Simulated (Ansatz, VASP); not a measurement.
**MgO (scan): VASP beside Ansatz**

```
Mg O
1.0
     0.00000    2.10850    2.10850
     2.10850    0.00000    2.10850
     2.10850    2.10850    0.00000
Mg O
1 1
Cartesian
  0.0000 0.0000 0.0000
  2.1085 2.1085 2.1085
```

Alike in both runs: task single point; functional r2SCAN; k mesh 8 × 8 × 8; occupations gaussian, width 0.1 eV; no spin polarisation.

|  | VASP | Ansatz |
| --- | --- | --- |
| version | VASP 6.6.1 | Ansatz 0.2.0 |
| potentials or method | VASP PAW PBE potentials, release 64 (Mg, O) | scalar-relativistic, plane waves, PAW |
| plane-wave cutoff (eV) | 520 | 500 |
| valence electrons in the cell | 8 | 16 |

Ansatz gave:

```
gap on the k mesh at the Fermi level (eV) : 5.59
least direct gap on the mesh (eV)         : 5.59
pressure (GPa)                            : -1.5
```

Task: What did VASP give for the same quantities?

Result: gap on the k mesh at the Fermi level (eV): 5.57; least direct gap on the mesh (eV): 5.57; pressure (GPa): -2.6.

The two sets of potentials don't hold the same shells in valence.

Caveats: the PAW data sets were made with another functional, which shifts forces and pressure a little (VASP). r2SCAN opens gaps a little over a GGA but as a rule still falls short of measured ones.
